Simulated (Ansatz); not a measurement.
# Sn: the cost of one run

Method: DFT PBE, scalar-relativistic, plane waves, PAW, unless a step names another level, in Ansatz 0.2.0.

## (1) The system as given

It takes space group P6/mmm (No. 191, hexagonal). The conventional cell has a = 3.268 Å, b = 3.268 Å, c = 3.073 Å, α = 90.00°, β = 90.00°, γ = 120.00°. Sn (site symmetry 6/mmm) is surrounded by 8 Sn at 3.07 to 3.27 Å.

Structure file:

```cif
data_structure
_symmetry_space_group_name_H-M 'P 1'
_symmetry_Int_Tables_number 1
_cell_length_a 3.2679
_cell_length_b 3.2679
_cell_length_c 3.0726
_cell_angle_alpha 90.000
_cell_angle_beta 90.000
_cell_angle_gamma 120.000
_cell_volume 28.42
loop_
_atom_site_label
_atom_site_type_symbol
_atom_site_fract_x
_atom_site_fract_y
_atom_site_fract_z
_atom_site_occupancy
Sn1 Sn 0.00000 0.00000 0.50000 1
```

It is the end of an earlier relaxation with the same method, from a generated guess; it needn't be the stable form of this composition. At a tolerance of 0.05 Å it has space group P6/mmm (No. 191); it has 28.42 Å³/atom, an uncorrected energy of +0.04 eV/atom over the standard state.

## (2) Electronic structure at the relaxed geometry

File input.yaml:

```yaml
crystal:
  lattice:
    - [3.2679014907, 2.89e-08, 0.0]
    - [-1.6339507704, 2.8300856936, 0.0]
    - [0.0, 0.0, 3.0726471]
  atoms:
    - { symbol: Sn, position: [0.0, 0.0, 0.5] }
basis:
  ecutwfc: 420
kpoints:
  mp_grid: { grid: [18, 18, 18] }
  band_path:
    path:
      - [[0.0, 0.0, 0.0], [0.5, 0.0, 0.0], [0.33333333, 0.33333333, 0.0], [0.0, 0.0, 0.0], [0.0, 0.0, 0.5], [0.5, 0.0, 0.5], [0.33333333, 0.33333333, 0.5], [0.0, 0.0, 0.5]]
      - [[0.5, 0.0, 0.5], [0.5, 0.0, 0.0]]
      - [[0.33333333, 0.33333333, 0.5], [0.33333333, 0.33333333, 0.0]]
    npoints: 14
hamiltonian:
  xc: pbe
scf:
  occupations: { method: gaussian, width: 0.1 }
  n_extra_bands: 6
output:
  forces: true
  stress: true
  eigenvalues: true
  populations: true
  dos: { projected: true, de: 0.02, nscf_kmesh: { grid: [22, 22, 22] } }
  bader: true
  write_density: true
  write_potential: true
  elf: true
  volumetric_format: npy
```

Command:

```
> ansatz run input.yaml --threads 1 --pin off --max-ram 3072MiB --backend cpu --events-out ev --progress --plain --runs-dir out
```

What time and memory should one allow on 1 thread of Intel Xeon Platinum 8375C at 2.90GHz (Ice Lake), shared host?

About 15 s, with a peak of 0.44 GiB.
